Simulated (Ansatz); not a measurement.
Set up this calculation in Ansatz 0.2.0, as the native input.

- Task: band structure
- Functional: PBE
- Potentials or basis: Ansatz PAW
- Cutoff: 420 eV (not typed: the program's choice for these potentials)
- k mesh: 7 × 5 × 4
- Occupations: fermi-dirac, width 0.05 eV
- Spin: spin-orbit coupling, no magnetisation
- Path: [["G", "X", "S", "Y", "G", "Z", "U", "R", "T", "Z"], ["Y", "T"], ["U", "X"], ["S", "R"]]
- Points for each segment of the path: 14

The system is SnO2.

```xyz
3
Lattice="3.0233 0.0000 0.0000 0.0000 4.9647 0.0000 0.0000 0.0000 5.9770" Properties=species:S:1:pos:R:3 pbc="T T T"
Sn    1.5116    2.4823    0.0000
O     0.0000    2.4823    4.6364
O     0.0000    2.4823    1.3405
```

The cell was built by a generator and needn't be a form met in nature.

These files were run (other wordings do the same):

input.yaml

```yaml
crystal:
  lattice:
    - [3.02327, 0.0, 0.0]
    - [0.0, 4.96468, 0.0]
    - [0.0, 0.0, 5.97696]
  atoms:
    - { symbol: Sn, position: [0.5, 0.5, 0.0] }
    - { symbol: O, position: [0.0, 0.5, 0.77572] }
    - { symbol: O, position: [0.0, 0.5, 0.22428] }
hamiltonian:
  xc: pbe
  pseudopotentials: { kind: paw_fr }
magnetization:
  noncollinear: true
  spin_orbit: true
kpoints:
  mp_grid: { grid: [7, 5, 4] }
  band_path:
    path:
      - [[0.0, 0.0, 0.0], [0.5, 0.0, 0.0], [0.5, 0.5, 0.0], [0.0, 0.5, 0.0], [0.0, 0.0, 0.0], [0.0, 0.0, 0.5], [0.5, 0.0, 0.5], [0.5, 0.5, 0.5], [0.0, 0.5, 0.5], [0.0, 0.0, 0.5]]
      - [[0.0, 0.5, 0.0], [0.0, 0.5, 0.5]]
      - [[0.5, 0.0, 0.5], [0.5, 0.0, 0.0]]
      - [[0.5, 0.5, 0.0], [0.5, 0.5, 0.5]]
    npoints: 14
scf:
  occupations: { method: fermi_dirac, width: 0.05 }
  n_extra_bands: 7
output:
  forces: true
  stress: true
  eigenvalues: true
  fatbands: true
```

Potentials or basis: Ansatz PAW.

Command:

```bash
$ ansatz run input.yaml --threads 2 --pin off --max-ram 5632MiB --backend cpu --events-out ev --progress --plain --runs-dir out
```

Results of the run:

```
Pressure                : 0.4 GPa
Largest force           : 0.005 eV/Å
Band gap on the k mesh  : 1.33 eV, indirect (least direct gap 1.87 eV)
Band gap along the path : 1.30 eV, indirect (least direct gap 1.87 eV)
```

Caveat: the pressure holds a Pulay correction of +0.3 GPa for the finite cutoff.

It took 63 s on 2 threads of Arm Neoverse V2, on a shared host, peak memory 0.71 GiB.
